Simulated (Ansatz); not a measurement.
# Structures of GePt: which is lowest?

Plane-wave DFT in Ansatz with scalar-relativistic PAW potentials, cutoff 420 eV, Γ-centred meshes chosen by cell and gap, Gaussian smearing with energies taken to zero width. Every cell was relaxed (cell and atoms) in a run of its own, within the symmetry of its start. Functional: PBE.

Relaxed structures (starts from databases or built by putting these elements on another compound's sites):
A. Pm-3m, 2 atoms in the computed cell, a = 3.191 Å; sites (symmetry × multiplicity) Ge m-3m × 1, Pt m-3m × 1; start: built
B. Pmma, 4 atoms in the computed cell, a = 4.770 Å, b = 3.052 Å, c = 4.497 Å; sites (symmetry × multiplicity) Ge mm2 × 2, Pt mm2 × 2; start: built
C. R-3m, 2 atoms in the computed cell, a = 3.051 Å, c = 12.085 Å; sites (symmetry × multiplicity) Ge -3m × 3, Pt -3m × 3; start: built
D. P4/nmm, 4 atoms in the computed cell, a = 3.942 Å, c = 5.809 Å; sites (symmetry × multiplicity) Ge 4mm × 2, Pt -4m2 × 2; start: built
E. Pnma, 8 atoms in the computed cell, a = 5.828 Å, b = 3.744 Å, c = 6.191 Å; sites (symmetry × multiplicity) Ge .m. × 4, Pt .m. × 4; start: database

Q: Rank them by energy. Could pressure change the order?

A:
| structure | group | E − E(lowest) (meV/atom) | V (Å³/atom) | gap on mesh (eV) |
| --- | --- | --- | --- | --- |
| E | Pnma | 0.0 | 16.89 | 0.00 |
| D | P4/nmm | 240 | 22.57 | 0.00 |
| C | R-3m | 292 | 16.24 | 0.00 |
| B | Pmma | 335 | 16.37 | 0.00 |
| A | Pm-3m | 346 | 16.24 | 0.00 |

E is lowest, 240 meV/atom under D. C is denser by 0.65 Å³/atom, so pressure favours it: ΔE/ΔV, with ΔE in eV and 1 eV/Å³ = 160.2 GPa, gives about 72 GPa for equal enthalpy if both cells were rigid; at such pressures compression changes ΔV much, so this is a scale only. Other structures may lie lower than all of these, and vibrations aren't counted.

Spin-orbit coupling is left out, which matters for the bands of heavy elements.